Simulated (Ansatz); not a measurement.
## Al2Pt (Fm-3m) under several functionals

Plane-wave DFT in Ansatz with scalar-relativistic PAW potentials. The same structure was relaxed (cell and atoms, symmetry kept) in separate runs at each level. No spin polarisation.

Q: How do the levels PBE, PBEsol, r2SCAN compare?

A:
```csv
level,cutoff (eV),k mesh,V (Å³/atom),a (Å),B0 (GPa)
PBEsol,420,12×12×12,17.085,5.897,139
r2SCAN,500,12×12×12,17.151,5.904,–
PBE,420,12×12×12,17.522,5.946,129
```

The usual order of volumes, PBEsol < PBE, holds here (17.085, 17.522 Å³/atom). As a rule PBEsol, built on the gradient expansion of slowly varying densities, lies between LDA and PBE; PBE's stronger gradient term for exchange weakens bonds. r2SCAN lies 2.1 % under PBE in volume. B0 goes from 138.8 to 129.3 GPa as the volume grows by 2.6 %; on one curve with B' = 4.4 the volume alone, B ∝ V^(−B'), would give 124.1 GPa, and the rest of the difference is the functional's own stiffness.

Spin–orbit coupling is left out, which can shift energies with elements as heavy as these.